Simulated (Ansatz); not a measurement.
# CuI, space group P4/nmm: an equation of state with a fit

Program: Ansatz's Python interface.

The cells in order, each with its output:

```python
import ansatz as az
import numpy as np
from scipy.optimize import curve_fit
```

```python
VECTORS = np.array([
    [4.0229, 0.0, 0.0],
    [0.0, 4.0229, 0.0],
    [0.0, 0.0, 5.6506],
])
SITES = [
    ("Cu", (0.0, 0.0, 0.0)),
    ("Cu", (0.5, 0.5, 0.0)),
    ("I", (0.0, 0.5, 0.2913)),
    ("I", (0.5, 0.0, 0.7087)),
]
```

```python
def on_lattice(cell):
    crystal = az.Crystal(lattice=az.Lattice.of(cell))
    for symbol, position in SITES:
        crystal = crystal.atom(symbol, position)
    return crystal
```

```python
def vinet(v, e0, v0, b0, b1):
    eta = (v / v0) ** (1 / 3)
    return e0 + 2 * b0 * v0 / (b1 - 1) ** 2 * (2 - (5 + 3 * b1 * (eta - 1) - 3 * eta) * np.exp(-1.5 * (b1 - 1) * (eta - 1)))
```

```python
volumes, energies, pressures = [], [], []
for scale in np.linspace(0.9, 1.1, 9):
    cell = VECTORS * scale ** (1 / 3)
    model = (
        on_lattice(cell).calculation()
        .occupations("fixed")
        .functional("pbesol")
        .basis(500)
        .kpoints(6, 6, 4)
        .stress()
    )
    report = model.run(threads=1).report
    volumes.append(abs(np.linalg.det(cell)) / len(SITES))
    energies.append(report["free_energy_ev"] / len(SITES))
    pressures.append(np.trace(report["stress_gpa"]) / 3)
    print(f"V = {volumes[-1]:8.4f} A^3/atom  F = {energies[-1]:.5f} eV/atom  P = {pressures[-1]:8.3f} GPa")
```

    V =  20.5757 A^3/atom  F = -7010.52070 eV/atom  P =   12.065 GPa
    V =  21.1473 A^3/atom  F = -7010.55841 eV/atom  P =    9.150 GPa
    V =  21.7188 A^3/atom  F = -7010.58646 eV/atom  P =    6.639 GPa
    V =  22.2904 A^3/atom  F = -7010.60619 eV/atom  P =    4.473 GPa
    V =  22.8619 A^3/atom  F = -7010.61873 eV/atom  P =    2.604 GPa
    V =  23.4335 A^3/atom  F = -7010.62508 eV/atom  P =    0.992 GPa
    V =  24.0050 A^3/atom  F = -7010.62607 eV/atom  P =   -0.399 GPa
    V =  24.5766 A^3/atom  F = -7010.62246 eV/atom  P =   -1.598 GPa
    V =  25.1481 A^3/atom  F = -7010.61487 eV/atom  P =   -2.631 GPa

```python
guess = (min(energies), volumes[int(np.argmin(energies))], 0.5, 4.5)
(e0, v0, b0, b1), _ = curve_fit(vinet, np.array(volumes), np.array(energies), p0=guess, maxfev=20000)
print(f"Vinet fit: V0 = {v0:.4f} A^3/atom, B0 = {160.21766 * b0:.1f} GPa, B1 = {b1:.2f}")
print("largest residual", round(1000 * float(np.abs(vinet(np.array(volumes), e0, v0, b0, b1) - energies).max()), 3), "meV/atom")
```

    Vinet fit: V0 = 23.8316 A^3/atom, B0 = 56.2 GPa, B1 = 5.24
    largest residual 0.009 meV/atom

A third-order Birch-Murnaghan fit through the 9 points (the script's own form differs a little) has its minimum at 23.83 Å³ an atom, 4.2 % above the typed cell, with a bulk modulus of 56 GPa and dB/dP = 5.1. From that minimum the energy rises by 105.6 meV an atom on the compressed side and 11.4 meV on the expanded side.

Caveats:
- Absolute energies stand on the zero of these potentials, so only differences at equal settings mean something.
- Shape and fractional positions are held along the curve, so the bulk modulus is an upper value where they are free to relax, by a factor of two or more in layered or hydrogen-bonded cells.
- Pressure is positive in compression.
- Without a Hubbard U or exact exchange, semilocal functionals often make such 3d compounds metallic or too weakly gapped.
- The structure is a deposited one; some such entries were measured under pressure or heat, so a shift against it needn't be the functional's error alone.
- Timing: 83 s on 1 thread of Arm Neoverse V1, with other jobs on the host, peak memory 0.55 GiB.
